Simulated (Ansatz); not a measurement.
## SiO2: ¹⁷O NMR of the central transition

Cell: an entry of the Crystallography Open Database (COD; perhaps a calculated or model structure), its atoms then relaxed with PBE in this cell.

```cif
data_structure
_symmetry_space_group_name_H-M 'P 1'
_symmetry_Int_Tables_number 1
_cell_length_a 4.9329
_cell_length_b 4.9329
_cell_length_c 6.4645
_cell_angle_alpha 90.000
_cell_angle_beta 90.000
_cell_angle_gamma 90.000
_cell_volume 157.30
loop_
_atom_site_label
_atom_site_type_symbol
_atom_site_fract_x
_atom_site_fract_y
_atom_site_fract_z
_atom_site_occupancy
Si1 Si 0.81690 0.81690 0.50000 1
Si2 Si 0.68310 0.31690 0.25000 1
Si3 Si 0.18310 0.18310 0.00000 1
Si4 Si 0.31690 0.68310 0.75000 1
O5 O 0.26926 0.36366 0.79999 1
O6 O 0.13634 0.76926 0.54999 1
O7 O 0.73074 0.63634 0.29999 1
O8 O 0.86366 0.23074 0.04999 1
O9 O 0.76926 0.13634 0.45001 1
O10 O 0.63634 0.73074 0.70001 1
O11 O 0.23074 0.86366 0.95001 1
O12 O 0.36366 0.26926 0.20001 1
```

Atom numbers follow the list; atoms alike are taken as one site, whose name carries the number of the first.

Level of theory: DFT, PBE, plane waves and PAW, scalar-relativistic, 420 eV cutoff, Γ-centred 4×4×3 k-points, Fermi–Dirac smearing 0.02 eV (Ansatz 0.2.0).

¹⁷O has I = 5/2 and Q = -25.58 mb (Pyykkö 2018); at 14.1 T its Larmor frequency is ν₀ = 81.4 MHz. Only the quadrupole interaction is simulated: positions count from each site's isotropic chemical shift, and J coupling is left out, as are shift anisotropy and dipolar coupling, which fast spinning averages.

Task: Give C_Q, η, the quadrupolar product P_Q = |C_Q|(1 + η²/3)^½, the second-order isotropic shift and the breadth of the pattern (fast magic-angle spinning) for each O site.

Result: 

| site | first shell | C_Q (MHz) | η | P_Q (MHz) | δ_QIS (ppm) | breadth (kHz) |
| --- | --- | --- | --- | --- | --- | --- |
| O | 2 Si at 1.63 Å, angle 137° | -5.61 | 0.32 | 5.70 | -29.4 | 5.51 |

δ_QIS = −(ν_Q²/30ν₀²)[I(I+1) − 3/4](1 + η²/3) × 10⁶ ppm with ν_Q = 3|C_Q|/[2I(2I−1)]; it falls as 1/B₀² in ppm, and the breadth as 1/B₀ in kHz.

At O V_zz runs parallel to the line that joins its two neighbours (within 2°).

The cell is 8 % smaller than that of α-cristobalite at ambient conditions, so the entry probably stands for a crystal under pressure.
